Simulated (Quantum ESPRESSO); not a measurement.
# LiCl (Fm-3m) in Quantum ESPRESSO: further runs, part 4 of 5

Quantum ESPRESSO 7.5.

### 5 Phonons, PBE

pw.in reads:

```
&CONTROL
  calculation = 'scf'
  prefix = 'pwscf'
  outdir = './tmp'
  pseudo_dir = './pseudo'
  tprnfor = .true.
  tstress = .true.
  disk_io = 'low'
/
&SYSTEM
  ibrav = 0
  nat = 2
  ntyp = 2
  ecutwfc = 70
  nbnd = 10
  occupations = 'smearing'
  smearing = 'fd'
  degauss = 0.00367493
/
&ELECTRONS
  conv_thr = 4d-10
  electron_maxstep = 120
  mixing_beta = 0.5
/
ATOMIC_SPECIES
Cl    35.4500 Cl_ONCV_PBE-1.2.upf
Li     6.9400 Li_ONCV_PBE-1.2.upf
CELL_PARAMETERS bohr
   0.0000000000    4.8467128727    4.8467128727
   4.8467128727    0.0000000000    4.8467128727
   4.8467128727    4.8467128727    0.0000000000
ATOMIC_POSITIONS bohr
Cl     4.8467128727    4.8467128727    4.8467128727
Li     0.0000000000    0.0000000000    0.0000000000
K_POINTS automatic
6 6 6 1 1 1
```

scf2.in reads:

```
&CONTROL
  calculation = 'scf'
  prefix = 'pwscf'
  outdir = './tmp'
  pseudo_dir = './pseudo'
  tprnfor = .true.
  tstress = .true.
  disk_io = 'low'
/
&SYSTEM
  ibrav = 0
  nat = 2
  ntyp = 2
  ecutwfc = 70
  nbnd = 10
  occupations = 'fixed'
/
&ELECTRONS
  conv_thr = 1d-13
  electron_maxstep = 120
  mixing_beta = 0.5
  startingpot = 'file'
  startingwfc = 'file'
/
ATOMIC_SPECIES
Cl    35.4500 Cl_ONCV_PBE-1.2.upf
Li     6.9400 Li_ONCV_PBE-1.2.upf
CELL_PARAMETERS bohr
   0.0000000000    4.8467128727    4.8467128727
   4.8467128727    0.0000000000    4.8467128727
   4.8467128727    4.8467128727    0.0000000000
ATOMIC_POSITIONS bohr
Cl     4.8467128727    4.8467128727    4.8467128727
Li     0.0000000000    0.0000000000    0.0000000000
K_POINTS automatic
6 6 6 1 1 1
```

ph.in reads:

```
phonons of LiCl
&INPUTPH
  prefix = 'pwscf'
  outdir = './tmp'
  tr2_ph = 1d-18
  fildyn = 'dyn'
  niter_ph = 90
  alpha_mix(1) = 0.7
  epsil = .true.
/
0.0000000000 0.0000000000 0.0000000000
```

dynmat.in reads:

```
&INPUT
  fildyn = 'dyn'
  asr = 'crystal'
  lperm = .true.
  filout = 'dynmat.disp'
  fileig = 'dynmat.eig'
/
```

dynmat_lo.in reads:

```
&INPUT
  fildyn = 'dyn'
  asr = 'crystal'
  filout = 'dynmat_lo.disp'
  fileig = 'dynmat_lo.eig'
  q(1) = 0
  q(2) = 0
  q(3) = 1
/
```

Potentials or basis: SG15 PBE 1.2.

Launch:

```sh
$ OMP_NUM_THREADS=1 pw.x -in pw.in > pw.out
$ OMP_NUM_THREADS=1 pw.x -in scf2.in > scf2.out
$ OMP_NUM_THREADS=1 ph.x -in ph.in > ph.out
$ OMP_NUM_THREADS=1 dynmat.x -in dynmat.in > dynmat.out
$ OMP_NUM_THREADS=1 dynmat.x -in dynmat_lo.in > dynmat_lo.out
```

pw.out:

```text
This program is part of the open-source Quantum ESPRESSO suite
     for quantum simulation of materials; please cite
[... 9 lines left out ...]
     --------------------
     sticks:   dense  smooth     PW     G-vecs:    dense   smooth      PW
     Sum         913     913    283                18053    18053    3119

     Using Slab Decomposition

     bravais-lattice index     =            0
     lattice parameter (alat)  =       6.8543  a.u.
     unit-cell volume          =     227.7046 (a.u.)^3
     number of atoms/cell      =            2
     number of atomic types    =            2
     number of electrons       =        10.00
     number of Kohn-Sham states=           10
     kinetic-energy cutoff     =      70.0000  Ry
     charge density cutoff     =     280.0000  Ry
     scf convergence threshold =      4.0E-10
     mixing beta               =       0.5000
     number of iterations used =            8  plain     mixing
     Exchange-correlation= PBE
                           (   1   4   3   4   0   0   0)

     celldm(1)=   6.854287  celldm(2)=   0.000000  celldm(3)=   0.000000
     celldm(4)=   0.000000  celldm(5)=   0.000000  celldm(6)=   0.000000

[... 8 lines left out ...]
               b(3) = (  0.707107  0.707107 -0.707107 )

     PseudoPot. # 1 for Cl read from file:
     Cl_ONCV_PBE-1.2.upf
     Pseudo is Norm-conserving, Zval =  7.0
     Generated using ONCVPSP code by D. R. Hamann
     Using radial grid of  602 points,  4 beta functions with:
                l(1) =   0
                l(2) =   0
                l(3) =   1
                l(4) =   1

     PseudoPot. # 2 for Li read from file:
     Li_ONCV_PBE-1.2.upf
     Pseudo is Norm-conserving, Zval =  3.0
     Generated using ONCVPSP code by D. R. Hamann
     Using radial grid of  602 points,  4 beta functions with:
                l(1) =   0
                l(2) =   0
                l(3) =   1
                l(4) =   1

     atomic species   valence    mass     pseudopotential
     Cl                7.00    35.45000     Cl( 1.00)
     Li                3.00     6.94000     Li( 1.00)

     48 Sym. Ops., with inversion, found

   Cartesian axes

     site n.     atom                  positions (alat units)
         1        Cl     tau(   1) = (   0.7071068   0.7071068   0.7071068  )
         2        Li     tau(   2) = (   0.0000000   0.0000000   0.0000000  )

     number of k points=    28  Fermi-Dirac smearing, width (Ry)=  0.0037
                       cart. coord. in units 2pi/alat
        k(    1) = (   0.0589256   0.0589256   0.0589256), wk =   0.0185185
        k(    2) = (   0.1767767   0.1767767  -0.0589256), wk =   0.0555556
        k(    3) = (   0.2946278   0.2946278  -0.1767767), wk =   0.0555556
        k(    4) = (  -0.2946278  -0.2946278   0.4124790), wk =   0.0555556
        k(    5) = (  -0.1767767  -0.1767767   0.2946278), wk =   0.0555556
        k(    6) = (  -0.0589256  -0.0589256   0.1767767), wk =   0.0555556
[... 20 lines left out ...]
        k(   27) = (   0.2946278   0.2946278   0.2946278), wk =   0.0185185
        k(   28) = (  -0.2946278  -0.2946278   0.8838835), wk =   0.0555556

     Dense  grid:    18053 G-vectors     FFT dimensions: (  40,  40,  40)

     Initial potential from superposition of free atoms

     starting charge       9.8826, renormalised to      10.0000
     Starting wfcs are random

     Self-consistent Calculation

     iteration #  1     ecut=    70.00 Ry     beta= 0.50
     Davidson diagonalization with overlap
     ethr =  1.00E-02,  avg # of iterations =  7.9

     Threshold (ethr) on eigenvalues was too large:
     Diagonalizing with lowered threshold

     Davidson diagonalization with overlap
     ethr =  1.10E-04,  avg # of iterations =  4.0

     total energy              =     -44.70249379 Ry
     estimated scf accuracy    <       0.01123961 Ry

     iteration #  2     ecut=    70.00 Ry     beta= 0.50
     Davidson diagonalization with overlap
     ethr =  1.12E-04,  avg # of iterations =  1.1
[... 29 lines left out ...]
     total energy              =     -44.70419842 Ry
     estimated scf accuracy    <          5.0E-09 Ry

     iteration #  7     ecut=    70.00 Ry     beta= 0.50
     Davidson diagonalization with overlap
     ethr =  5.04E-11,  avg # of iterations =  2.1

     End of self-consistent calculation

          k = 0.0589 0.0589 0.0589 (  2226 PWs)   bands (ev):

   -41.8604 -11.7220   1.3598   1.5902   1.5902   8.1800  13.2121  13.6995
    13.6995  15.0648

          k = 0.1768 0.1768-0.0589 (  2237 PWs)   bands (ev):

   -41.8595 -11.5561   0.4752   1.2847   1.5845   8.9625  12.2714  12.7782
    12.9722  14.5223
[... 63 lines left out ...]
   -41.8578 -11.1700  -0.9369   0.8082   1.2413   9.2698  11.1302  11.8528
    13.5587  16.9089

          k =-0.6482 0.0589 0.0589 (  2254 PWs)   bands (ev):

   -41.8570 -10.9595  -1.1865   0.4257   0.5601   9.6633  10.2154  13.7346
    15.1696  15.6513

          k =-0.5303 0.1768-0.0589 (  2254 PWs)   bands (ev):

   -41.8574 -11.0667  -0.8121   0.3350   0.7737  10.1583  11.0336  12.0314
    13.8935  15.7212

          k =-0.4125 0.0589 0.0589 (  2251 PWs)   bands (ev):

   -41.8582 -11.2712  -0.3060   0.8595   0.9080  10.2853  11.0024  11.4803
    14.1080  14.7362

          k = 0.1768 0.1768 0.1768 (  2238 PWs)   bands (ev):
[... 41 lines left out ...]
   -41.8580 -11.2294  -1.0448   1.3692   1.3692   8.5048  11.3422  11.3422
    14.1947  18.1241

          k =-0.2946-0.2946 0.8839 (  2252 PWs)   bands (ev):

   -41.8576 -11.1187  -1.0116   0.6017   1.2094   9.3438  11.2151  11.7592
    13.7872  17.7920

     the Fermi energy is     3.3780 ev

!    total energy              =     -44.70419842 Ry
     estimated scf accuracy    <          3.0E-10 Ry
     smearing contrib. (-TS)   =      -0.00000000 Ry
     internal energy E=F+TS    =     -44.70419842 Ry

     The total energy is F=E-TS. E is the sum of the following terms:
     one-electron contribution =     -10.97004447 Ry
     hartree contribution      =       7.60816240 Ry
     xc contribution           =      -9.18745287 Ry
     ewald contribution        =     -32.15486348 Ry

     convergence has been achieved in   7 iterations

     Forces acting on atoms (cartesian axes, Ry/au):

     atom    1 type  1   force =    -0.00000000   -0.00000000   -0.00000000
     atom    2 type  2   force =    -0.00000000   -0.00000000   -0.00000000

     Total force =     0.000000     Total SCF correction =     0.000000

     Computing stress (Cartesian axis) and pressure

          total   stress  (Ry/bohr**3)                   (kbar)     P=        4.05
   0.00002756   0.00000000   0.00000000            4.05        0.00        0.00
   0.00000000   0.00002756   0.00000000            0.00        4.05        0.00
   0.00000000   0.00000000   0.00002756            0.00        0.00        4.05

=------------------------------------------------------------------------------=
   JOB DONE.
=------------------------------------------------------------------------------=
```

ph.out:

```text
This program is part of the open-source Quantum ESPRESSO suite
     for quantum simulation of materials; please cite
         "P. Giannozzi et al., J. Phys.:Condens. Matter 21 395502 (2009);
         "P. Giannozzi et al., J. Phys.:Condens. Matter 29 465901 (2017);
         "P. Giannozzi et al., J. Chem. Phys. 152 154105 (2020);
     in publications or presentations arising from this work. More details at

[... 302 lines left out ...]

     INITIALIZATION:

     DIELECTRIC CONSTANT AND EFFECTIVE CHARGES:

     DYNAMICAL MATRIX:

      Additional routines

=------------------------------------------------------------------------------=
   JOB DONE.
=------------------------------------------------------------------------------=
```

Wall time 2.9 min (1 thread of Arm Neoverse V1, shared host); peak memory 0.07 GiB.

Results:

| Property | Result |
| --- | --- |
| Free energy | -608.2316 eV |
| Pressure after relaxing | 0.4 GPa |
| Electronic dielectric tensor (diagonal) | 2.95 |
| Born charges (mean of the diagonal) | Cl -1.19; Li +1.19 e |
| Highest phonon frequency at Γ, LO-TO splitting left out | 177 cm⁻¹ |
| Static dielectric tensor (diagonal) | 14.23 |

Phonon frequencies in cm⁻¹ (negative: imaginary):
| q point | frequencies |
| --- | --- |
| (0.000, 0.000, 0.000) | 2 2 2 177 177 177 |

Electronic dielectric tensor:
```
2.95 0.00 0.00
0.00 2.95 0.00
0.00 0.00 2.95
```

Born effective charge tensors (e):
atom 1, Cl
```
-1.19  0.00  0.00
 0.00 -1.19  0.00
 0.00  0.00 -1.19
```
atom 2, Li
```
1.19 0.00 0.00
0.00 1.19 0.00
0.00 0.00 1.19
```

Optical modes at Γ, degenerate ones joined, polar ones without the macroscopic field:
| cm⁻¹ | components | symmetry | active in | IR intensity, summed ((D/Å)²/amu) |
| --- | --- | --- | --- | --- |
| 177 | 3 | T1u | IR | 16.76 |

Zone-centre frequencies without and with the macroscopic field along z (cm⁻¹):
```tsv
	optical modes in rising order
without	177 177 177
with the field	177 177 389
```

Static dielectric tensor, electrons and zone-centre modes:
```
14.23  0.00  0.00
 0.00 14.23  0.00
 0.00  0.00 14.23
```

Caveat: this potential file gives levels or pressures that part from those of other sets.

[end of part 4 of 5]
